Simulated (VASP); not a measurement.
# Ga2O3 (C2/m) in VASP: settings compared

The runs below take Ga2O3 through relaxation of cell and atoms, with LDA, PBEsol.

Program: VASP 6.6.1. These are calculated values, not measurements. Logs are shortened: lines on timing, memory, paths and dates and some standing lists are left out, and cuts for length are marked.

### 1 Starting point

Symmetry: C2/m, No. 12, monoclinic system. The conventional cell has a = 12.156 Å, b = 3.023 Å, c = 5.763 Å, α = 90.00°, β = 103.71°, γ = 90.00°. Around Ga (site symmetry m) lie 4 O at 1.82 to 1.86 Å. Ga (site symmetry m) has 6 O at 1.92 to 2.06 Å as nearest neighbours. O (site symmetry m) has 3 Ga at 1.82 to 1.93 Å as nearest neighbours. Around O (site symmetry m) lie 4 Ga at 1.86 to 2.06 Å. Around O (site symmetry m) lie 3 Ga at 1.83 to 1.92 Å.

### 2 Relaxation of cell and atoms, LDA

Input file INCAR:

```
  PREC = Accurate
  ENCUT = 600
  EDIFF = 1E-7
  ISMEAR = 0
  SIGMA = 0.03
  LREAL = False
  LASPH = True
  NELM = 80
  ALGO = Normal
  ISIF = 3
  LWAVE = False
  LCHARG = False
  GGA = CA
  IBRION = 2
  NSW = 90
  EDIFFG = -0.005
  KPAR = 4
```

Input file KPOINTS:

```
Automatic mesh
0
Gamma
  10 10 6
```

Input file POSCAR:

```
Ga2O3                                   
1.0
    6.0781515553     -1.5113186914      0.0071751119
    6.0781515553      1.5113186914      0.0071751119
   -1.3728420433      0.0000000000      5.5971532896
  Ga              O             
     4     6
Direct
     0.0908077973731743    0.0908077973731743    0.7952475668353530
     0.9091922026268257    0.9091922026268257    0.2047524331646471
     0.6589212299351909    0.6589212299351909    0.3144212163436600
     0.3410787700648091    0.3410787700648091    0.6855787836563401
     0.1660676933169725    0.1660676933169725    0.1094546678468375
     0.8339323066830278    0.8339323066830278    0.8905453321531624
     0.1730706315708711    0.1730706315708711    0.5618585636282578
     0.8269293684291289    0.8269293684291289    0.4381414363717422
     0.4965185227724874    0.4965185227724874    0.2558205228382132
     0.5034814772275129    0.5034814772275129    0.7441794771617868
```

Potentials or basis: VASP PAW LDA potentials, release 64 (Ga_d, O).

The run is started by

```console
> cat potpaw_LDA.64/Ga_d/POTCAR potpaw_LDA.64/O/POTCAR > POTCAR
> mpirun -np 4 vasp_std > vasp.out
```

OUTCAR:

```text
PREC = Accurate
   ENCUT = 600
   EDIFF = 1E-7
   ISMEAR = 0
   LREAL = False
   LASPH = True
   NELM = 80
   ISIF = 3
   GGA = CA
   IBRION = 2
   NSW = 90
   EDIFFG = -0.005

 ion  position               nearest neighbor table
   1  0.091  0.091  0.795-   5 1.82  10 1.83  10 1.83   7 1.86
   2  0.909  0.909  0.205-   6 1.82   9 1.83   9 1.83   8 1.86
   3  0.659  0.659  0.314-   9 1.92   5 1.93   5 1.93   8 2.00   7 2.06   7 2.06
   4  0.341  0.341  0.686-  10 1.92   6 1.93   6 1.93   7 2.00   8 2.06   8 2.06
   5  0.166  0.166  0.109-   1 1.82   3 1.93   3 1.93
   6  0.834  0.834  0.891-   2 1.82   4 1.93   4 1.93
   7  0.173  0.173  0.562-   1 1.86   4 2.00   3 2.06   3 2.06
   8  0.827  0.827  0.438-   2 1.86   3 2.00   4 2.06   4 2.06
   9  0.497  0.497  0.256-   2 1.83   2 1.83   3 1.92
  10  0.503  0.503  0.744-   1 1.83   1 1.83   4 1.92

  LATTYP: Found a base centered monoclinic cell.
 ALAT       =    12.1563115806
 B/A-ratio  =     0.2486475740
 C/A-ratio  =     0.4740793671
 COS(beta)  =    -0.2370675676

  Lattice vectors:

 A1 = (   6.0781515553,  -1.5113186914,   0.0071751119)
 A2 = (   6.0781515553,   1.5113186914,   0.0071751119)
 A3 = (  -1.3728420433,   0.0000000000,   5.5971532896)

Analysis of symmetry for initial positions (statically):
=====================================================================
 Subroutine PRICEL returns:
 Original cell was already a primitive cell.

 Routine SETGRP: Setting up the symmetry group for a
 base centered monoclinic supercell.

 Subroutine GETGRP returns: Found  4 space group operations
 (whereof  4 operations were pure point group operations)
 out of a pool of  4 trial point group operations.

The static configuration has the point symmetry C_2h.

Analysis of symmetry for dynamics (positions and initial velocities):
=====================================================================
 Subroutine PRICEL returns:
 Original cell was already a primitive cell.

 Routine SETGRP: Setting up the symmetry group for a
 base centered monoclinic supercell.

 Subroutine GETGRP returns: Found  4 space group operations
 (whereof  4 operations were pure point group operations)
 out of a pool of  4 trial point group operations.

The dynamic configuration has the point symmetry C_2h.
[... 189 lines left out ...]
     10.77132      0.00000      1.15908         0.001230      0.000000      0.003984
      7.57840      0.00000      1.76932         0.002364      0.000000      0.002882
      3.20507      0.00000      3.84218        -0.002364      0.000000     -0.002882
      1.86851      0.00000      0.61502         0.000826      0.000000      0.002920
      8.91496      0.00000      4.99649        -0.000826      0.000000     -0.002920
      1.33256      0.00000      3.14729        -0.004251      0.000000     -0.005521
      9.45091      0.00000      2.46421         0.004251      0.000000      0.005521
      5.68463      0.00000      1.43899        -0.005311      0.000000     -0.005622
      5.09883      0.00000      4.17251         0.005311      0.000000      0.005622
 -----------------------------------------------------------------------------------
    total drift:                                0.000000      0.000000     -0.000000

  FREE ENERGIE OF THE ION-ELECTRON SYSTEM (eV)
  ---------------------------------------------------
  free  energy   TOTEN  =       -68.2501766519 eV

  energy  without entropy=      -68.2501766519  energy(sigma->0) =      -68.25017665

--------------------------------------- Ionic step        2  -------------------------------------------

 number of electron      87.9999999 magnetization

 Free energy of the ion-electron system (eV)
  ---------------------------------------------------
  ext. energy  EPLUGINS =         0.00000000
  ---------------------------------------------------
  free energy    TOTEN  =       -68.25019433 eV

  energy without entropy =      -68.25019433  energy(sigma->0) =      -68.25019433

 E-fermi :   3.9302     XC(G=0): -12.3012

 val. band max:        3.7826130331   @ k =   0.5000   0.4000   0.5000
 cond. band min:       6.2203337731   @ k =   0.0000   0.0000   0.0000
 fundamental gap:      2.4377207401
 Fermi energy:         3.9302493814

 k-point     1 :       0.0000    0.0000    0.0000
  band No.  band energies     occupation
      1     -15.0909      2.00000
      2     -13.8069      2.00000
      3     -13.7963      2.00000
      4     -13.6926      2.00000
      5     -13.1679      2.00000
      6     -13.1630      2.00000
[... 1309 lines left out ...]
     51      12.9539      0.00000
     52      13.5784      0.00000

 [... further k-points ...]

------------------------ aborting loop because EDIFF is reached ----------------------------------------

  FORCE on cell =-STRESS in cart. coord.  units (eV):
  Direction    XX          YY          ZZ          XY          YZ          ZX
  --------------------------------------------------------------------------------------
  -------------------------------------------------------------------------------------
  Total       -0.0425307     -0.0263196     -0.0417642      0.0000000      0.0000000     -0.0132146
  in kB       -0.6621656     -0.4097726     -0.6502323      0.0000000      0.0000000     -0.2057395
  external PRESSURE =      -0.5740569 kB  Pullay stress =       0.0000000 kB

 VOLUME and BASIS-vectors are now :
 -----------------------------------------------------------------------------
  energy-cutoff  :      600.00
  volume of cell :      102.91
      direct lattice vectors                 reciprocal lattice vectors
     6.078614020 -1.511692145  0.006661214     0.082233484 -0.330755175  0.020175329
     6.078614020  1.511692145  0.006661214     0.082233484  0.330755175  0.020175329
    -1.373420715  0.000000000  5.597984142    -0.000195704  0.000000000  0.178587718

 POSITION                                       TOTAL-FORCE (eV/Angst)
 -----------------------------------------------------------------------------------
      0.01170      0.00000      4.45280         0.001613      0.000000      0.002794
     10.77211      0.00000      1.15851        -0.001613      0.000000     -0.002794
      7.57894      0.00000      1.76904        -0.000687      0.000000     -0.003574
      3.20487      0.00000      3.84226         0.000687      0.000000      0.003574
      1.86864      0.00000      0.61508        -0.002321      0.000000      0.001377
      8.91517      0.00000      4.99623         0.002321      0.000000     -0.001377
      1.33219      0.00000      3.14731        -0.002713      0.000000     -0.004090
      9.45162      0.00000      2.46399         0.002713      0.000000      0.004090
      5.68468      0.00000      1.43842        -0.001735      0.000000     -0.003308
      5.09912      0.00000      4.17288         0.001735      0.000000      0.003308
 -----------------------------------------------------------------------------------
    total drift:                               -0.000000      0.000000     -0.000000

  FREE ENERGIE OF THE ION-ELECTRON SYSTEM (eV)
  ---------------------------------------------------
  free  energy   TOTEN  =       -68.2501943267 eV

  energy  without entropy=      -68.2501943267  energy(sigma->0) =      -68.25019433

 reached required accuracy - stopping structural energy minimisation
```

CONTCAR:

```text
Ga2O3
   1.00000000000000
     6.0786140203049603   -1.5116921451787049    0.0066612144037103
     6.0786140203049603    1.5116921451787049    0.0066612144037103
    -1.3734207145646788    0.0000000000000000    5.5979841419624163
  Ga              O
     4     6
Direct
     0.0907990396013892    0.0907990396013892    0.7952132544949685
     0.9092009603986108    0.9092009603986108    0.2047867455050315
     0.6589334123870869    0.6589334123870869    0.3144460247772152
     0.3410665876129131    0.3410665876129131    0.6855539752227848
     0.1660738106570021    0.1660738106570021    0.1094798195388742
     0.8339261893429979    0.8339261893429979    0.8905201804611258
     0.1730483932352626    0.1730483932352626    0.5618110373037652
     0.8269516067647373    0.8269516067647373    0.4381889626962348
     0.4964919828934218    0.4964919828934218    0.2557721332771216
     0.5035080171065782    0.5035080171065782    0.7442278667228784

  0.00000000E+00  0.00000000E+00  0.00000000E+00
  0.00000000E+00  0.00000000E+00  0.00000000E+00
  0.00000000E+00  0.00000000E+00  0.00000000E+00
  0.00000000E+00  0.00000000E+00  0.00000000E+00
  0.00000000E+00  0.00000000E+00  0.00000000E+00
  0.00000000E+00  0.00000000E+00  0.00000000E+00
  0.00000000E+00  0.00000000E+00  0.00000000E+00
  0.00000000E+00  0.00000000E+00  0.00000000E+00
  0.00000000E+00  0.00000000E+00  0.00000000E+00
  0.00000000E+00  0.00000000E+00  0.00000000E+00
```

Run time: 9.1 min. Hardware: 4 MPI ranks of Intel Xeon 6975P-C (Granite Rapids), shared host; peak memory 0.88 GiB.

Results:

| Property | Result |
| --- | --- |
| Free energy | -68.2502 eV |
| Relaxed volume | 10.29 Å³/atom |
| Relaxed cell | a = 6.264 Å, b = 6.264 Å, c = 5.764 Å, α = 103.31°, β = 103.31°, γ = 27.93° |
| Space group after relaxing (to 0.05 Å) | C2/m (No. 12) |
| Energy gained by relaxing | 0.0 meV/atom |
| Ionic steps | 2 |
| Pressure after relaxing | -0.1 GPa |
| Largest force after relaxing | 0.005 eV/Å |
| Band gap on the k mesh | 2.44 eV, indirect (least direct gap 2.46 eV) |

Forces on the atoms (eV/Å):
```
Ga   0.002  0.000  0.003
Ga  -0.002  0.000 -0.003
Ga  -0.001  0.000 -0.004
Ga   0.001  0.000  0.004
O   -0.002  0.000  0.001
O    0.002  0.000 -0.001
O   -0.003  0.000 -0.004
O    0.003  0.000  0.004
O   -0.002  0.000 -0.003
O    0.002  0.000  0.003
```

Final structure:
```yaml
crystal:
  lattice:
    - [6.07861, -1.51169, 0.00666]
    - [6.07861, 1.51169, 0.00666]
    - [-1.37342, 0.00000, 5.59798]
  atoms:
    - { symbol: Ga, position: [0.09080, 0.09080, 0.79521] }
    - { symbol: Ga, position: [0.90920, 0.90920, 0.20479] }
    - { symbol: Ga, position: [0.65893, 0.65893, 0.31445] }
    - { symbol: Ga, position: [0.34107, 0.34107, 0.68555] }
    - { symbol: O, position: [0.16607, 0.16607, 0.10948] }
    - { symbol: O, position: [0.83393, 0.83393, 0.89052] }
    - { symbol: O, position: [0.17305, 0.17305, 0.56181] }
    - { symbol: O, position: [0.82695, 0.82695, 0.43819] }
    - { symbol: O, position: [0.49649, 0.49649, 0.25577] }
    - { symbol: O, position: [0.50351, 0.50351, 0.74423] }
```

(Part 1 of 2 ends here.)
